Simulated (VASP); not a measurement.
**P: single point with PBEsol**

The system is P.

```
P
1.0
     1.72573    0.99635    3.12968
    -1.72573    0.99635    3.12968
     0.00000   -1.99270    3.12968
P
2
Direct
  0.77292 0.77292 0.77292
  0.22708 0.22708 0.22708
```

This isn't the form of P at room conditions, which is orthorhombic.

```
Program             : VASP 6.6.1
Task                : single point
Functional          : PBEsol
Potentials or basis : VASP PAW PBE potentials, release 64 (P)
Cutoff              : 500 eV
k mesh              : 9 × 9 × 9
Occupations         : gaussian, width 0.02 eV
Spin                : no spin polarisation
```

```json
{"Pressure": "-1.9 GPa", "Largest force": "0.194 eV/Å", "Band gap on the k mesh": "none (metal or under the smearing width)"}
```

Forces in eV/Å, atoms in the order of the input:
```
P    0.000  0.000 -0.194
P    0.000  0.000  0.194
```

Stress tensor (GPa, compression positive):
```
-1.29  0.00  0.00
 0.00 -1.29  0.00
 0.00  0.00 -3.24
```

Levels at points of the mesh, in eV from the Fermi level:
```csv
k point,band 3,band 4,band 5,band 6,band 7,band 8
"(0.00, 0.00, 0.00)",-3.20,-2.93,-2.93,1.25,2.57,2.57
```

It took 13 s on 1 thread of AMD EPYC 9R45 (Zen 5) (shared host), peak memory 0.12 GiB.

Caveat: the PAW data sets were made with another functional, which shifts forces and pressure a little.
